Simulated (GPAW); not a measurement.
Runs of GPAW 26.7.0 on Os. Symmetry: P6_3/mmc, No. 194, hexagonal system. Conventional cell: a = 2.734 Å, b = 2.734 Å, c = 4.320 Å, α = 90.00°, β = 90.00°, γ = 120.00°. Os (site symmetry -6m2) is surrounded by 12 Os at 2.68 to 2.73 Å. 

| task | level | potentials or basis | spin | cell | optimizer | fmax | max steps | eigensolver | band path | gap on the mesh (eV) | pressure (GPa) | relaxed volume (Å³/atom) |
| --- | --- | --- | --- | --- | --- | --- | --- | --- | --- | --- | --- | --- |
| relaxation of cell and atoms | M06-L | GPAW PAW data sets (gpaw-data 1.2.1), pw | off | relaxed | BFGS | 0.01 eV/Å | 100 | - | - | none | 0.0 | 13.74 |
| relaxation of cell and atoms | r4SCAN | GPAW PAW data sets (gpaw-data 1.2.1), pw | off | relaxed | FIRE | 0.02 eV/Å | 60 | - | - | none | -0.1 | 13.93 |
| relaxation of cell and atoms | PBEsol+D3(BJ) | PAW data sets generated in the run's folder for this functional, pw | off | relaxed | BFGS | 0.05 eV/Å | 60 | - | - | none | 0.1 | 13.54 |
| band structure | TPSS | GPAW PAW data sets (gpaw-data 1.2.1), pw | SOC, no magnetisation | as given | - | - | - | davidson | GMKGALHA,LM,KH | - | -0.2 | - |
| relaxation of cell and atoms | revPBE | the program's PAW data sets (release 1.2.1) made for this functional, pw | off | relaxed | BFGS | 0.01 eV/Å | 40 | - | - | none | 0.0 | (c) |
| band structure | revTPSS | GPAW PAW data sets (gpaw-data 1.2.1), pw | SOC, no magnetisation | as given | - | - | - | davidson | GMKGALHA,LM,KH | - | (b) | - |
| band structure | mBEEF | GPAW PAW data sets (gpaw-data 1.2.1), pw | SOC, no magnetisation | as given | - | - | - | - | GMKGALHA,LM,KH | - | -17.8 | - |
| band structure | WC | PAW data sets generated in the run's folder for this functional, pw | SOC, no magnetisation | as given | - | - | - | - | GMKGALHA,LM,KH | - | (a) | - |

Alike in all rows: k mesh 8 × 8 × 5; cutoff (eV) 600; smearing fermi-dirac 0.05 eV.

Question: Estimate the missing entries.

Answer: (a) -3.2; (b) -4.9; (c) 14.30.

Caveats: later steps reuse the first step's grids (some runs); the PAW data sets were made with another functional, which shifts forces and pressure a little (some runs); spin-orbit coupling was added after a scalar SCF, so levels and gaps hold it while energy, forces, pressure and moments don't (some runs); this program's spin-orbit splittings come out too wide for heavy elements (some runs); pairwise dispersion overbinds metals, which lowers pressure and volume (some runs); so large a pressure means that the cell lies far from this level's equilibrium, or that cutoff or potentials fall short (some runs); the potentials were made for another functional, which shifts forces and pressure (some runs).

A k mesh can miss the band edges, and rows without SOC leave out spin-orbit coupling on Os.

A gap of «none» marks a metal or a gap under the smearing width.

Runs at the PBE level aren't shown here.
